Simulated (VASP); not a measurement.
Input:

```yaml
crystal:
  lattice:
    - [0.00000, 3.03240, 3.03240]
    - [3.03240, 0.00000, 3.03240]
    - [3.03240, 3.03240, 0.00000]
  atoms:
    - { symbol: Zn, position: [0.00000, 0.00000, 0.00000] }
    - { symbol: Te, position: [0.25000, 0.25000, 0.25000] }
```

Calculation: PBEsol GGA with spin-orbit coupling, VASP's PBE PAW potentials (set 64) (plane waves; VASP 6.6.1). Run with 400 eV cut-off, 7×7×7 Γ-centred mesh, Gaussian smearing of 0.050 eV, potentials Zn Te.

Give the energies of bands 12 to 25 at the high-symmetry points, in eV from the valence-band maximum.

```csv
band,Γ,X,U,L,W
12,-6.94,-6.72,-6.65,-6.77,-6.62
13,-0.87,-5.42,-5.41,-5.62,-5.39
14,-0.87,-5.42,-5.20,-5.62,-5.16
15,0.00,-2.73,-3.66,-1.47,-3.50
16,0.00,-2.73,-3.36,-1.47,-3.07
17,0.00,-2.36,-2.16,-0.97,-2.99
18,0.00,-2.36,-2.13,-0.97,-2.92
19,0.96,1.89,2.26,1.45,4.02
20,0.96,1.89,2.27,1.45,4.44
21,3.97,1.95,4.31,4.67,4.47
22,3.97,1.95,4.49,4.67,4.55
23,4.08,9.27,7.28,4.72,5.42
24,4.08,9.27,7.45,4.72,5.49
25,4.08,9.65,7.62,7.07,5.77
```

The gap is direct, 0.96 eV, from the valence maximum at Γ to the conduction minimum at Γ.

Measured: gap 2.43 eV (computed value off by -1.47 eV), as given by Anna Miglio et al., npj Computational Materials (2020), arXiv:2011.12765 [zero-point renormalisation of 40 meV (experimental, the table's column) added back].

The compound is ZnTe in the zinc blende structure. It was relaxed first.
